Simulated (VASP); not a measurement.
A run of VASP 6.6.1:

INCAR

```
SYSTEM = LiS2
PREC     = Accurate       ! precision mode
ENCUT    = 520            ! plane-wave cutoff, eV
EDIFF    = 1E-6           ! SCF threshold, eV
ISMEAR   = 0              ! smearing method
SIGMA    = 0.1            ! smearing width, eV
LREAL    = .False.        ! projectors in reciprocal space
LASPH    = .True.         ! aspherical terms in the spheres
NELM     = 100            ! most SCF steps
ALGO     = Fast           ! electronic algorithm
ISIF     = 2              ! what is computed and relaxed
LWAVE    = .False.        ! write WAVECAR
LCHARG   = .False.        ! write CHGCAR
LDIPOL   = .True.       
IDIPOL   = 3            
DIPOL    = 0.5 0.5 0.267
GGA      = PE             ! functional
IVDW     = 12             ! dispersion correction
NBANDS   = 24             ! bands
```

File KPOINTS:

```
Automatic mesh
0
Gamma
  15 15 1
  0 0 0
```

The input POSCAR:

```
LiS2
1.0
    3.0865575548      0.0000000030      0.0000000000
   -1.5432787800      2.6730372512      0.0000000000
    0.0000000000      0.0000000000     41.2251821417
Li S
2 4
Direct
    0.0000000000      0.0000000000      0.2003581577
    0.0000000000      0.0000000000      0.3332962462
    0.3333333333      0.6666666667      0.1610888551
    0.6666666667      0.3333333333      0.2434869997
    0.6666666667      0.3333333333      0.2901674041
    0.3333333333      0.6666666667      0.3725655487
```

Potentials or basis: VASP PAW PBE potentials, release 64 (Li_sv, S).

Run with:

```console
$ cat potpaw_PBE.64/Li_sv/POTCAR potpaw_PBE.64/S/POTCAR > POTCAR
$ mpirun -np 1 vasp_std > vasp.out
```

Hardware: 1 thread of Intel(R) Xeon(R) Platinum 8259CL CPU @ 2.50GHz (Skylake/Cascade Lake), on a shared host.

Problem. Estimate the wall time of this run.

Solution. Wall time 12 min on 1 thread of Intel(R) Xeon(R) Platinum 8259CL CPU @ 2.50GHz (Skylake/Cascade Lake), with other jobs on the host, peak memory 0.51 GiB. Counts: scf iterations 24, k points 27.
